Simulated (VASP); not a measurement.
# InPd (Pm-3m) in VASP: further runs, part 2 of 2

VASP 6.6.1. The steps go on from the part before.

**3. Single point, r2SCAN**

INCAR

```
  PREC = Accurate
  ENCUT = 400
  EDIFF = 1E-6
  ISMEAR = 0
  SIGMA = 0.15
  LREAL = Auto
  LASPH = T
  NELM = 100
  ALGO = Normal
  ISIF = 2
  LWAVE = F
  LCHARG = F
  METAGGA = R2SCAN
  LMIXTAU = T
  ADDGRID = F
```

KPOINTS

```
regular mesh
0
Gamma
  6 6 6
```

POSCAR

```
InPd
1.0
    3.2718847800      0.0000000000      0.0000000000
    0.0000000000      3.2718847800      0.0000000000
    0.0000000000      0.0000000000      3.2718847800
In Pd
1 1
Direct
    0.0076950000     -0.0345290000      0.0307480000
    0.5133770000      0.5169540000      0.5028010000
```

Potentials or basis: VASP PAW PBE potentials, release 64 (In_d, Pd).

Started as:

```console
cat potpaw_PBE.64/In_d/POTCAR potpaw_PBE.64/Pd/POTCAR > POTCAR
mpirun -np 1 vasp_std > vasp.out
```

OUTCAR:

```text
PREC = Accurate
   ENCUT = 400
   EDIFF = 1E-6
   ISMEAR = 0
   LREAL = Auto
   LASPH = T
   NELM = 100
   ISIF = 2
   METAGGA = R2SCAN

 Found    112 irreducible k-points:

 Following reciprocal coordinates:
            Coordinates               Weight
  0.000000  0.000000  0.000000      1.000000
  0.166667  0.000000  0.000000      2.000000
  0.000000  0.166667  0.000000      2.000000
  0.000000  0.000000  0.166667      2.000000
  0.333333  0.000000  0.000000      2.000000
  0.000000  0.333333  0.000000      2.000000
   k-points           NKPTS =    112   k-points in BZ     NKDIM =    112   number of bands    NBANDS=     15
   number of dos      NEDOS =    301   number of ions     NIONS =      2
   total plane-waves  NPLWV =  13824
   dimension x,y,z NGX =    24 NGY =   24 NGZ =   24
   dimension x,y,z NGXF=    48 NGYF=   48 NGZF=   48
   ions per type =               1   1
   NGX,Y,Z   is equivalent  to a cutoff of  12.19, 12.19, 12.19 a.u.
   NGXF,Y,Z  is equivalent  to a cutoff of  24.39, 24.39, 24.39 a.u.
 SYSTEM =  unknown system
   PREC   = accura    normal or accurate (medium, high low for compatibility)
   ISTART =      0    job   : 0-new  1-cont  2-samecut
   ICHARG =      2    charge: 1-file 2-atom 10-const
   ISPIN  =      1    spin polarized calculation?
   LNONCOLLINEAR =      F non collinear calculations
   LSORBIT =      F    spin-orbit coupling
[... 71 lines left out ...]
     10       7.9548      2.00000
     11       7.9597      2.00000
     12      14.9398      0.00000
     13      14.9790      0.00000
     14      15.0776      0.00000
[... 77 lines left out ...]
      2      -4.8644      2.00000
      3      -4.7986      2.00000
      4      -4.7954      2.00000
      5      -4.6937      2.00000
      6       1.7645      2.00000
      7       5.8969      2.00000
      8       6.3724      2.00000
      9       7.1710      2.00000
     10       7.1891      2.00000
     11       7.9089      2.00000
     12       9.8803      2.00000
     13      17.9653      0.00000
     14      17.9811      0.00000
     15      20.7973      0.00000

 [... further k-points ...]

------------------------ aborting loop because EDIFF is reached ----------------------------------------

  FORCE on cell =-STRESS in cart. coord.  units (eV):
  Direction    XX          YY          ZZ          XY          YZ          ZX
  --------------------------------------------------------------------------------------
  -------------------------------------------------------------------------------------
  Total        0.5128598      0.2920300      0.4445403      0.0731252     -0.3525364     -0.0420832
  in kB       23.4593098     13.3580799     20.3342295      3.3449040    -16.1257736     -1.9249743
  external PRESSURE =      19.0505397 kB  Pullay stress =       0.0000000 kB

 VOLUME and BASIS-vectors are now :
 -----------------------------------------------------------------------------
  energy-cutoff  :      400.00
  volume of cell :       35.03
      direct lattice vectors                 reciprocal lattice vectors
     3.271884780  0.000000000  0.000000000     0.305634234  0.000000000  0.000000000
     0.000000000  3.271884780  0.000000000     0.000000000  0.305634234  0.000000000
     0.000000000  0.000000000  3.271884780     0.000000000  0.000000000  0.305634234

 POSITION                                       TOTAL-FORCE (eV/Angst)
 -----------------------------------------------------------------------------------
      0.02518      3.15891      0.10060         0.090061      0.711375     -0.421747
      1.67971      1.69141      1.64511        -0.090061     -0.711375      0.421747
 -----------------------------------------------------------------------------------
    total drift:                                0.000450      0.002639     -0.000476

  FREE ENERGIE OF THE ION-ELECTRON SYSTEM (eV)
  ---------------------------------------------------
  free  energy   TOTEN  =       -46.5347216117 eV

  energy  without entropy=      -46.5264217967  energy(sigma->0) =      -46.53057170
```

OSZICAR:

```text
N       E                     dE             d eps       ncg     rms          rms(c)
DAV:   1     0.107683029427E+03    0.10768E+03   -0.99497E+03  3395   0.174E+03
DAV:   2    -0.449281039854E+02   -0.15261E+03   -0.14875E+03  3514   0.380E+02
DAV:   3    -0.518625137052E+02   -0.69344E+01   -0.68832E+01  4228   0.906E+01
DAV:   4    -0.519962127891E+02   -0.13370E+00   -0.13367E+00  4369   0.114E+01
DAV:   5    -0.520012996425E+02   -0.50869E-02   -0.50868E-02  4906   0.194E+00    0.883E+00
DAV:   6    -0.466212993310E+02    0.53800E+01   -0.49475E+00  3500   0.360E+01    0.398E+00
DAV:   7    -0.464974464622E+02    0.12385E+00   -0.54099E-01  3661   0.941E+00    0.253E+00
DAV:   8    -0.465218880520E+02   -0.24442E-01   -0.14743E-01  3808   0.335E+00    0.137E+00
DAV:   9    -0.465202684826E+02    0.16196E-02   -0.86446E-02  3577   0.339E+00    0.309E-01
DAV:  10    -0.465336900045E+02   -0.13422E-01   -0.27000E-02  3647   0.202E+00    0.206E-01
DAV:  11    -0.465325548048E+02    0.11352E-02   -0.52289E-03  3745   0.784E-01    0.209E-01
DAV:  12    -0.465344574633E+02   -0.19027E-02   -0.11918E-03  3682   0.349E-01    0.915E-02
DAV:  13    -0.465343539711E+02    0.10349E-03   -0.43350E-04  3969   0.217E-01    0.523E-02
DAV:  14    -0.465345886641E+02   -0.23469E-03   -0.24960E-04  3647   0.151E-01    0.576E-02
DAV:  15    -0.465347130000E+02   -0.12434E-03   -0.98505E-05  3535   0.111E-01    0.157E-02
DAV:  16    -0.465347171557E+02   -0.41557E-05   -0.34110E-06  4232   0.163E-02    0.231E-02
DAV:  17    -0.465347209362E+02   -0.37805E-05   -0.12127E-06  2380   0.132E-02    0.182E-02
DAV:  18    -0.465347216117E+02   -0.67547E-06   -0.75049E-07  1974   0.107E-02
   1 F= -.46534722E+02 E0= -.46530572E+02  d E =-.829981E-02
```

stdout:

```text
POSCAR found type information on POSCAR InPd
 POSCAR found :  2 types and       2 ions
 scaLAPACK will be used
 -----------------------------------------------------------------------------
|                                                                             |
|                                                                             |
|     You have a (more or less) 'small supercell' and for smaller cells       |
|     it is recommended to use the reciprocal-space projection scheme!        |
|     The real-space optimization is not efficient for small cells and it     |
|     is also less accurate ...                                               |
|     Therefore, set LREAL=.FALSE. in the INCAR file.                         |
|                                                                             |
 -----------------------------------------------------------------------------

 -----------------------------------------------------------------------------
|                                                                             |
|                                                                             |
|     You enforced a specific xc type in the INCAR file but a different       |
|     I HOPE YOU KNOW WHAT YOU ARE DOING!                                     |
|                                                                             |
 -----------------------------------------------------------------------------

 LDA part: xc-table for (None), standard interpolation
 POSCAR, INCAR and KPOINTS ok, starting setup
 FFT: planning ... GRIDC
 FFT: planning ... GRID_SOFT
 FFT: planning ... GRID
 WAVECAR not read
 entering main loop
```

Wall time 65 s (1 thread of Intel Xeon 6975P-C (Granite Rapids), shared host); peak memory 0.16 GiB.

The run converged, but some of its settings lie outside the range that counts as converged, so its numbers aren't taken as properties of the crystal.

Results:

```yaml
Free_energy: -46.5347 eV
Pressure: 1.9 GPa
Largest_force: 0.832 eV/Å
Band_gap_on_the_k_mesh: none (metal or under the smearing width)
```

Caveat: the PAW data sets were made with another functional, which shifts forces and pressure a little.

**4. Single point, r2SCAN**

Edit INCAR of step 3 so:

```diff
@@ -2,6 +2,6 @@
   ENCUT = 400
-  EDIFF = 1E-6
+  EDIFF = 0.01
   ISMEAR = 0
   SIGMA = 0.15
-  LREAL = Auto
+  LREAL = F
   LASPH = T
```

KPOINTS is that of step 3.

POSCAR

```
InPd
1.0
    3.2718847800      0.0000000000      0.0000000000
    0.0000000000      3.2718847800      0.0000000000
    0.0000000000      0.0000000000      3.2718847800
In Pd
1 1
Direct
    0.0000000000      0.0000000000      0.0000000000
    0.5000000000      0.5000000000      0.5000000000
```

Started as:

```console
cat potpaw_PBE.64/In_d/POTCAR potpaw_PBE.64/Pd/POTCAR > POTCAR
mpirun -np 1 vasp_std > vasp.out
```

Run time: 8.3 s. Hardware: 1 thread of Intel Xeon 6975P-C (Granite Rapids), shared host; peak memory 0.14 GiB.

These settings aren't checked as converged: the numbers below hold their error.

Results:

```yaml
Free_energy: -46.5995 eV
Pressure: 2.2 GPa
Band_gap_on_the_k_mesh: none (metal or under the smearing width)
```

Caveat: the PAW data sets were made with another functional, which shifts forces and pressure a little.

**5. Single point, r2SCAN**

INCAR is that of step 4.

KPOINTS is that of step 4.

POSCAR

```
InPd
1.0
    3.2718847800      0.0000000000      0.0000000000
    0.0000000000      3.2718847800      0.0000000000
    0.0000000000      0.0000000000      3.2718847800
In Pd
1 1
Direct
    0.0076950000     -0.0345290000      0.0307480000
    0.5133770000      0.5169540000      0.5028010000
```

Potentials or basis: VASP PAW PBE potentials, release 64 (In_d, Pd).

Started as:

```console
cat potpaw_PBE.64/In_d/POTCAR potpaw_PBE.64/Pd/POTCAR > POTCAR
mpirun -np 1 vasp_std > vasp.out
```

OUTCAR:

```text
PREC = Accurate
   ENCUT = 400
   EDIFF = 0.01
   ISMEAR = 0
   LREAL = F
   LASPH = T
   NELM = 100
   ISIF = 2
   METAGGA = R2SCAN

 Found    112 irreducible k-points:

 Following reciprocal coordinates:
            Coordinates               Weight
  0.000000  0.000000  0.000000      1.000000
  0.166667  0.000000  0.000000      2.000000
  0.000000  0.166667  0.000000      2.000000
  0.000000  0.000000  0.166667      2.000000
  0.333333  0.000000  0.000000      2.000000
  0.000000  0.333333  0.000000      2.000000
   k-points           NKPTS =    112   k-points in BZ     NKDIM =    112   number of bands    NBANDS=     15
   number of dos      NEDOS =    301   number of ions     NIONS =      2
   total plane-waves  NPLWV =  13824
   dimension x,y,z NGX =    24 NGY =   24 NGZ =   24
   dimension x,y,z NGXF=    48 NGYF=   48 NGZF=   48
   ions per type =               1   1
   NGX,Y,Z   is equivalent  to a cutoff of  12.19, 12.19, 12.19 a.u.
   NGXF,Y,Z  is equivalent  to a cutoff of  24.39, 24.39, 24.39 a.u.
 SYSTEM =  unknown system
   PREC   = accura    normal or accurate (medium, high low for compatibility)
   ISTART =      0    job   : 0-new  1-cont  2-samecut
   ICHARG =      2    charge: 1-file 2-atom 10-const
[... 71 lines left out ...]
      7       6.3406      2.00000
      8       6.3589      2.00000
      9       7.9562      2.00000
     10       7.9622      2.00000
     11       7.9668      2.00000
     12      14.9576      0.00000
     13      14.9957      0.00000
     14      15.0931      0.00000
[... 77 lines left out ...]
      2      -4.8178      2.00000
      3      -4.7501      2.00000
      4      -4.7471      2.00000
      5      -4.6457      2.00000
      6       1.8188      2.00000
      7       5.9293      2.00000
      8       6.3855      2.00000
      9       7.1839      2.00000
     10       7.2017      2.00000
     11       7.9160      2.00000
     12       9.8921      2.00000
     13      17.9680      0.00000
     14      17.9846      0.00000
     15      20.8423      0.00000

 [... further k-points ...]

------------------------ aborting loop because EDIFF is reached ----------------------------------------

  FORCE on cell =-STRESS in cart. coord.  units (eV):
  Direction    XX          YY          ZZ          XY          YZ          ZX
  --------------------------------------------------------------------------------------
  -------------------------------------------------------------------------------------
  Total        1.0996915      0.8626476      1.0258617      0.0739870     -0.3540128     -0.0431690
  in kB       50.3022546     39.4593546     46.9251223      3.3843242    -16.1933077     -1.9746430
  external PRESSURE =      45.5622438 kB  Pullay stress =       0.0000000 kB

 VOLUME and BASIS-vectors are now :
 -----------------------------------------------------------------------------
  energy-cutoff  :      400.00
  volume of cell :       35.03
      direct lattice vectors                 reciprocal lattice vectors
     3.271884780  0.000000000  0.000000000     0.305634234  0.000000000  0.000000000
     0.000000000  3.271884780  0.000000000     0.000000000  0.305634234  0.000000000
     0.000000000  0.000000000  3.271884780     0.000000000  0.000000000  0.305634234

 POSITION                                       TOTAL-FORCE (eV/Angst)
 -----------------------------------------------------------------------------------
      0.02518      3.15891      0.10060         0.085362      0.677697     -0.402316
      1.67971      1.69141      1.64511        -0.085362     -0.677697      0.402316
 -----------------------------------------------------------------------------------
    total drift:                               -0.003500     -0.037755      0.022096

  FREE ENERGIE OF THE ION-ELECTRON SYSTEM (eV)
  ---------------------------------------------------
  free  energy   TOTEN  =       -46.5206516287 eV

  energy  without entropy=      -46.5122587430  energy(sigma->0) =      -46.51645519
```

Wall time 28 s (1 thread of Intel Xeon 6975P-C (Granite Rapids), shared host); peak memory 0.17 GiB.

The run converged, but some of its settings lie outside the range that counts as converged, so its numbers aren't taken as properties of the crystal.

Results:

```yaml
Free_energy: -46.5207 eV
Pressure: 4.6 GPa
Largest_force: 0.793 eV/Å
Band_gap_on_the_k_mesh: none (metal or under the smearing width)
```

Caveat: the PAW data sets were made with another functional, which shifts forces and pressure a little.

**6. Single point, r2SCAN**

Edit INCAR of step 5 so:

```diff
@@ -2,3 +2,3 @@
   ENCUT = 400
-  EDIFF = 0.01
+  EDIFF = 0.001
   ISMEAR = 0
```

KPOINTS is that of step 5.

POSCAR

```
InPd
1.0
    3.2718847800      0.0000000000      0.0000000000
    0.0000000000      3.2718847800      0.0000000000
    0.0000000000      0.0000000000      3.2718847800
In Pd
1 1
Direct
    0.0000000000      0.0000000000      0.0000000000
    0.5000000000      0.5000000000      0.5000000000
```

Potentials or basis: VASP PAW PBE potentials, release 64 (In_d, Pd).

Started as:

```console
cat potpaw_PBE.64/In_d/POTCAR potpaw_PBE.64/Pd/POTCAR > POTCAR
mpirun -np 1 vasp_std > vasp.out
```

Wall time 9.8 s (1 thread of Intel Xeon 6975P-C (Granite Rapids), shared host); peak memory 0.14 GiB.

The run converged, but some of its settings lie outside the range that counts as converged, so its numbers aren't taken as properties of the crystal.

Results:

| Item | Value |
| --- | --- |
| Free energy | -46.6100 eV |
| Pressure | 0.8 GPa |
| Band gap on the k mesh | none (metal or under the smearing width) |

Caveat: the PAW data sets were made with another functional, which shifts forces and pressure a little.
